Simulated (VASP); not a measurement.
# GaAs (F-43m) in VASP: a series of runs, part 2 of 2

VASP 6.6.1.

**4. Phonons, r2SCAN**

This run uses another cell than the first one, of 22.78 Å³/atom, 1.004 times its volume.

File POSCAR:

```
GaAs
1.0
    0.0000000000      2.8347133399      2.8347133399
    2.8347133399      0.0000000000      2.8347133399
    2.8347133399      2.8347133399      0.0000000000
  Ga              As
     1     1
Direct
     0.0000000000000000    0.0000000000000000    0.0000000000000000
     0.2500000000000000    0.2500000000000000    0.2500000000000000
```

File INCAR.step1:

```
PREC = Accurate
ENCUT = 600
EDIFF = 1E-8
ISMEAR = 0
SIGMA = 0.03
LREAL = F
LASPH = T
NELM = 80
ALGO = Normal
ISIF = 3
LWAVE = F
LCHARG = F
METAGGA = R2SCAN
LMIXTAU = T
IBRION = 2
NSW = 40
EDIFFG = -0.002
```

File INCAR.step2:

```
PREC = Accurate
ENCUT = 600
EDIFF = 1E-8
ISMEAR = 0
SIGMA = 0.03
LREAL = F
LASPH = T
NELM = 80
ALGO = Normal
ISIF = 2
LWAVE = F
LCHARG = F
METAGGA = R2SCAN
LMIXTAU = T
IBRION = 6
NFREE = 2
POTIM = 0.015
NSW = 1
```

File KPOINTS:

```
regular mesh
0
Gamma
  10 10 10
```

Potentials or basis: VASP PAW PBE potentials, release 64 (Ga_d, As).

Launch:

```console
$ cat potpaw_PBE.64/Ga_d/POTCAR potpaw_PBE.64/As/POTCAR > POTCAR
$ cp INCAR.step1 INCAR
$ mpirun -np 1 vasp_std > vasp.out
$ cp CONTCAR POSCAR
$ cp INCAR.step2 INCAR
$ mpirun -np 1 vasp_std > vasp.out
```

OUTCAR:

```text
PREC = Accurate
   ENCUT = 600
   EDIFF = 1E-8
   ISMEAR = 0
   LREAL = F
   LASPH = T
   NELM = 80
   ISIF = 2
   METAGGA = R2SCAN
   IBRION = 6
   NFREE = 2
   POTIM = 0.015
   NSW = 1

 ion  position               nearest neighbor table
   1  0.000  0.000  0.000-   2 2.45   2 2.45   2 2.45   2 2.45
   2  0.250  0.250  0.250-   1 2.45   1 2.45   1 2.45   1 2.45

  LATTYP: Found a face centered cubic cell.
 ALAT       =     5.6683547198
[... 769 lines left out ...]
  x     0.00000    -0.00000    -0.00000     0.00000     6.93426     0.00000
  y    -0.00000     0.00000    -0.00000     0.00000     0.00000     6.93426
  z    -0.00000    -0.00000     0.00000     6.93426     0.00000     0.00000

 INTERNAL STRAIN TENSOR FOR ION    2 for displacements in x,y,z  (eV/Angst):
          X           Y           Z          XY          YZ          ZX
  --------------------------------------------------------------------------------
  x     0.00000     0.00000     0.00000     0.00000    -7.00240     0.00000
  y     0.00000    -0.00000     0.00000     0.00000     0.00000    -7.00240
  z     0.00000     0.00000     0.00000    -7.00240     0.00000     0.00000

 Eigenvectors and eigenvalues of the dynamical matrix
 ----------------------------------------------------

   1 f  =    7.947362 THz    49.934749 2PiTHz  265.095463 cm-1    32.867634 meV
             X         Y         Z           dx          dy          dz
      0.000000  0.000000  0.000000     0.716219    0.000000    0.000000
      1.417089  1.417089  1.417089    -0.697876    0.000000    0.000000
[... 21 lines left out ...]
   6 f/i=    0.039777 THz     0.249924 2PiTHz    1.326804 cm-1     0.164503 meV
             X         Y         Z           dx          dy          dz
      0.000000  0.000000  0.000000    -0.227173   -0.457715   -0.475311
      1.417089  1.417089  1.417089    -0.233144   -0.469745   -0.487804

 ELASTIC MODULI CONTR FROM IONIC RELAXATION (kBar)
 Direction    XX          YY          ZZ          XY          YZ          ZX
 --------------------------------------------------------------------------------
 XX          -0.0000     -0.0000     -0.0000      0.0000      0.0000      0.0000
 YY          -0.0000     -0.0000     -0.0000      0.0000      0.0000     -0.0000
 ZZ          -0.0000     -0.0000     -0.0000      0.0000      0.0000      0.0000
 XY           0.0000      0.0000      0.0000   -183.0142      0.0000      0.0000
 YZ           0.0000      0.0000      0.0000      0.0000   -183.0142      0.0000
 ZX           0.0000     -0.0000      0.0000      0.0000      0.0000   -183.0142
 --------------------------------------------------------------------------------
```

OSZICAR.step1:

```text
N       E                     dE             d eps       ncg     rms          rms(c)
DAV:   1     0.680043535270E+02    0.68004E+02   -0.10297E+04  1238   0.212E+03
DAV:   2    -0.221579331787E+02   -0.90162E+02   -0.86847E+02  1317   0.356E+02
DAV:   3    -0.290218385693E+02   -0.68639E+01   -0.68291E+01  1577   0.813E+01
[... 32 lines left out ...]
DAV:  10    -0.270570298548E+02    0.15064E-07   -0.17911E-08   950   0.105E-03    0.767E-05
DAV:  11    -0.270570297699E+02    0.84866E-07   -0.29555E-09   611   0.496E-04    0.174E-04
DAV:  12    -0.270570297579E+02    0.11971E-07   -0.10934E-09   611   0.263E-04    0.500E-05
DAV:  13    -0.270570297713E+02   -0.13415E-07   -0.29839E-10   611   0.193E-04    0.995E-06
DAV:  14    -0.270570297731E+02   -0.17467E-08   -0.82524E-11   611   0.121E-04
   2 F= -.27057030E+02 E0= -.27057030E+02  d E =-.536502E-05
```

Run time: 13 min. Hardware: 1 thread of Intel Xeon Platinum 8488C (Sapphire Rapids), shared host; peak memory 0.37 GiB.

Results:

- Relaxed volume: 22.77 Å³/atom
- Relaxed cell: a = 4.008 Å, b = 4.008 Å, c = 4.008 Å, α = 60.00°, β = 60.00°, γ = 60.00°
- Space group after relaxing (to 0.05 Å): F-43m (No. 216)
- Highest phonon frequency at Γ, LO-TO splitting left out: 265 cm⁻¹

Final structure:
```
Ga As
1.0
     0.00000    2.83418    2.83418
     2.83418    0.00000    2.83418
     2.83418    2.83418    0.00000
Ga As
1 1
Direct
  0.00000 0.00000 0.00000
  0.25000 0.25000 0.25000
```

Phonon frequencies in cm⁻¹ (negative: imaginary):
```csv
q point,frequencies
"(0.000, 0.000, 0.000)",-1 -1 -1 265 265 265
```

Caveat: the PAW data sets were made with another functional, which shifts forces and pressure a little.

**5. G0W0 quasiparticle levels, PBE**

File POSCAR:

```
GaAs                                    
1.0
    0.0000000000      2.8313993252      2.8313993252
    2.8313993252      0.0000000000      2.8313993252
    2.8313993252      2.8313993252      0.0000000000
  Ga              As            
     1     1
Direct
     0.0000000000000000    0.0000000000000000    0.0000000000000000
     0.2500000000000000    0.2500000000000000    0.2500000000000000
```

File INCAR.step1:

```
PREC = Accurate
ENCUT = 500
EDIFF = 1E-8
ISMEAR = 0
SIGMA = 0.01
LREAL = F
LASPH = T
NELM = 80
ALGO = Fast
LWAVE = T
LCHARG = F
GGA = PE
KPAR = 4
```

File INCAR.step2:

```
PREC = Accurate
ENCUT = 500
EDIFF = 1E-8
ISMEAR = 0
SIGMA = 0.01
LREAL = F
LASPH = T
NELM = 1
ALGO = Exact
LWAVE = T
LCHARG = F
GGA = PE
KPAR = 4
NBANDS = 178
LOPTICS = T
ISTART = 1
```

File INCAR.step3:

```
PREC = Accurate
ENCUT = 500
EDIFF = 1E-8
ISMEAR = 0
SIGMA = 0.01
LREAL = F
LASPH = T
ALGO = EVGW0
LWAVE = F
LCHARG = F
GGA = PE
KPAR = 4
NELMGW = 1
NBANDS = 178
ENCUTGW = 150
NOMEGA = 48
PRECFOCK = Fast
ISTART = 1
NBANDSGW = 17
```

File KPOINTS:

```
Automatic mesh
0
Gamma
  4 4 4
```

Potentials or basis: VASP PAW PBE potentials, release 64 (Ga_d_GW, As_GW).

Launch:

```console
$ cat potpaw_PBE.64/Ga_d_GW/POTCAR potpaw_PBE.64/As_GW/POTCAR > POTCAR
$ cp INCAR.step1 INCAR
$ mpirun -np 4 vasp_std > vasp.out
$ cp INCAR.step2 INCAR
$ mpirun -np 4 vasp_std > vasp.out
$ cp INCAR.step3 INCAR
$ mpirun -np 4 vasp_std > vasp.out
```

OUTCAR:

```text
PREC = Accurate
   ENCUT = 500
   EDIFF = 1E-8
   ISMEAR = 0
   LREAL = F
   LASPH = T
   GGA = PE
   NELMGW = 1
   ENCUTGW = 150
   PRECFOCK = Fast
   ISTART = 1

 ion  position               nearest neighbor table
   1  0.000  0.000  0.000-   2 2.45   2 2.45   2 2.45   2 2.45
   2  0.250  0.250  0.250-   1 2.45   1 2.45   1 2.45   1 2.45

  LATTYP: Found a face centered cubic cell.
 ALAT       =     5.6627986504

  Lattice vectors:

[... 154 lines left out ...]
   ENCUTGWSOFT         = 120.0    soft cutoff for Coulomb kernel in GW response function in eV
   ENCUTLF             =  -1.0    cutoff for local field effects
   NELMGW              =     1    number of iterations in solving QP/BSE equation
   NELMHF              =     1    number of iterations in the inner HF iteration
   NKREDLFX            =     1    NKREDLFY  =   1   NKREDLFZ  =   1
 non-spin polarized calculation
 Gauss-broadening in eV      SIGMA  =   0.01
  energy-cutoff  :      500.00
  volume of cell :       45.40
 maximum number of plane-waves:      1174
 NGX is ok and might be reduce to    30
  NGX = 18; NGY = 18; NGZ = 18
   NGX = 15   NGY = 15   NGZ = 15
 maximum number of plane-waves:       200
 NGX is ok and might be reduce to    18

 QP shifts <psi_nk| G(iteration)W_0 |psi_nk>: iteration 1
 for sc-GW calculations column KS-energies equals QP-energies in previous step
 and V_xc(KS)=  KS-energies - (<T + V_ion + V_H > + <T+V_H+V_ion>^1  + <V_x>^1)

 k-point   1 :       0.0000    0.0000    0.0000
  band No.  KS-energies  QP-energies   sigma(KS)   V_xc(KS)     V^pw_x(r,r')   Z            occupation Imag(sigma)

      1     -10.9992     -13.2400     -25.0433     -21.7126     -35.0678       0.6727       2.0000       0.1851
      2     -10.9992     -13.2400     -25.0433     -21.7126     -35.0678       0.6727       2.0000       0.1851
      3     -10.9992     -13.2400     -25.0433     -21.7126     -35.0678       0.6727       2.0000       0.1851
      4     -10.9228     -13.1840     -25.1658     -21.8118     -35.1670       0.6742       2.0000       0.1542
      5     -10.9228     -13.1840     -25.1658     -21.8118     -35.1670       0.6742       2.0000       0.1542
      6      -8.8429      -9.2848     -11.8221     -11.1281     -18.0849       0.6367       2.0000       0.8614
[... 143 lines left out ...]
      3     -10.9558     -13.2096     -25.1280     -21.7878     -35.1601       0.6748       2.0000       0.1777
      4     -10.9332     -13.1919     -25.1424     -21.7928     -35.1473       0.6743       2.0000       0.1563
      5     -10.9186     -13.1792     -25.1646     -21.8162     -35.1741       0.6751       2.0000       0.1544
      6      -6.2918      -6.7443     -13.1044     -12.4467     -18.5873       0.6880       2.0000       0.6413
[... 9 lines left out ...]
     16      17.0959      17.0246      -9.5731      -9.4777      -3.3961       0.7470       0.0000      -0.6324
     17      17.4465      17.4422      -9.9927      -9.9868      -3.5771       0.7393       0.0000      -0.6290
```

OUTCAR.step1:

```text
PREC = Accurate
   ENCUT = 500
   EDIFF = 1E-8
   ISMEAR = 0
   LREAL = F
   LASPH = T
[... 331 lines left out ...]
 -----------------------------------------------------------------------------------
      0.00000      0.00000      0.00000        -0.000000     -0.000000     -0.000000
      1.41570      1.41570      1.41570         0.000000      0.000000      0.000000
 -----------------------------------------------------------------------------------
    total drift:                                0.000001      0.000001      0.000001

  FREE ENERGIE OF THE ION-ELECTRON SYSTEM (eV)
  ---------------------------------------------------
  free  energy   TOTEN  =        -8.0704035372 eV

  energy  without entropy=       -8.0704035372  energy(sigma->0) =       -8.07040354
```

OUTCAR.step2:

```text
PREC = Accurate
   ENCUT = 500
   EDIFF = 1E-8
   ISMEAR = 0
   LREAL = F
[... 730 lines left out ...]
     0.00000   117.07488   117.07488   117.07488    -0.00000    -0.00000    -0.00000
     1.77877    44.54021    44.54021    44.54021    -0.00000    -0.00000    -0.00000
     3.55755    24.29542    24.29542    24.29542    -0.00000    -0.00000    -0.00000
     5.33632   -17.52676   -17.52676   -17.52676     0.00000     0.00000     0.00000
     7.11510    -4.82254    -4.82254    -4.82254     0.00000    -0.00000     0.00000
     8.89387    -2.67494    -2.67494    -2.67494     0.00000    -0.00000    -0.00000
[... 92 lines left out ...]
   174.31989     0.98184     0.98184     0.98184     0.00000     0.00000     0.00000
   176.09866     0.98227     0.98227     0.98227     0.00000     0.00000     0.00000
```

Run time: 68 s. Hardware: 4 MPI ranks of AMD EPYC 9R45 (Zen 5), shared host; peak memory 0.4 GiB.

What came out:

```
Band gap on the k mesh, mean-field level : 0.46 eV, direct
Quasiparticle gap                        : 1.36 eV
Least direct quasiparticle gap           : 1.36 eV
```

Caveat: the k mesh is coarse (spacing up to 0.48 Å⁻¹), so the values aren't converged; the cutoff is under 1.25 times the usual one of these potentials, so pressure, stress and relaxed cells hold a basis-set (Pulay) error; bands, screening cutoff and mesh are small and nothing is extrapolated, so the quasiparticle values aren't converged.

**6. Overview**

| task | level | potentials or basis | cell | k mesh | cutoff (eV) | smearing | grid for exact exchange (PRECFOCK) | screening parameter | exchange at q = 0 | by perturbation theory | GW scheme | mesh quality | gap on the mesh (eV) | pressure (GPa) |
| --- | --- | --- | --- | --- | --- | --- | --- | --- | --- | --- | --- | --- | --- | --- |
| band structure | HSE06 | VASP PAW PBE potentials, release 64 (Ga_d, As) | F-43m, 22.7 Å³/atom | 8 × 8 × 8 | 520 | gaussian 0.03 eV | Fast | 0.2 1/A | - | - | - | not flagged | 1.38 | 0.6 |
| band structure | PBE0 | VASP PAW PBE potentials, release 64 (Ga_d, As) | F-43m, 22.7 Å³/atom | 8 × 8 × 8 | 520 | gaussian 0.03 eV | Fast | - | truncated | - | - | not flagged | 1.93 | 0.4 |
| phonons | r2SCAN | VASP PAW PBE potentials, release 64 (Ga_d, As) | relaxed | 10 × 10 × 10 | 600 | gaussian 0.03 eV | - | - | - | no | - | not flagged | - | - |
| G0W0 quasiparticle levels | PBE | VASP PAW PBE potentials, release 64 (Ga_d_GW, As_GW) | F-43m, 22.7 Å³/atom | 4 × 4 × 4 | 500 | gaussian 0.01 eV | - | - | - | - | G0W0 | coarse | - | - |

Alike in all rows: no spin polarisation.

Caveats: some runs use coarse meshes; the PAW data sets were made with another functional, which shifts forces and pressure a little (some runs); the cutoff is under 1.25 times the usual one of these potentials, so pressure, stress and relaxed cells hold a basis-set (Pulay) error (some runs); bands, screening cutoff and mesh are small and nothing is extrapolated, so the quasiparticle values aren't converged (some runs).

Total energies depend on the potentials used, so only differences within one code and one set of settings carry meaning.

**7. Against experiment**

Step 2. Measured gap of GaAs: 1.412 eV (direct; 300 K; “Evidence of valence band perturbations in GaAsN/GaAs(001): A combined variable-angle spectroscopic ellipsometry and modulated photoreflectance investigation”, 2008, arxiv:0805.2212). This calculation gives 1.38 eV (-0.03 eV). 3 values of this kind are on record (1.412 to 1.51 eV); this one was drawn at random among those near their median, those with a stated uncertainty first. Spin-orbit coupling on As, Ga is left out. The value is that of HSE06, without temperature or zero-point motion.

Step 3. Measured gap of GaAs: 1.418 eV (direct; 300 K; “Evidence of valence band perturbations in GaAsN/GaAs(001): A combined variable-angle spectroscopic ellipsometry and modulated photoreflectance investigation”, 2008, arxiv:0805.2212). This calculation gives 1.93 eV (+0.51 eV). 3 values of this kind are on record (1.412 to 1.51 eV); this one was drawn at random among those near their median, those with a stated uncertainty first. Spin-orbit coupling on As, Ga is left out. The value is that of PBE0, without temperature or zero-point motion.
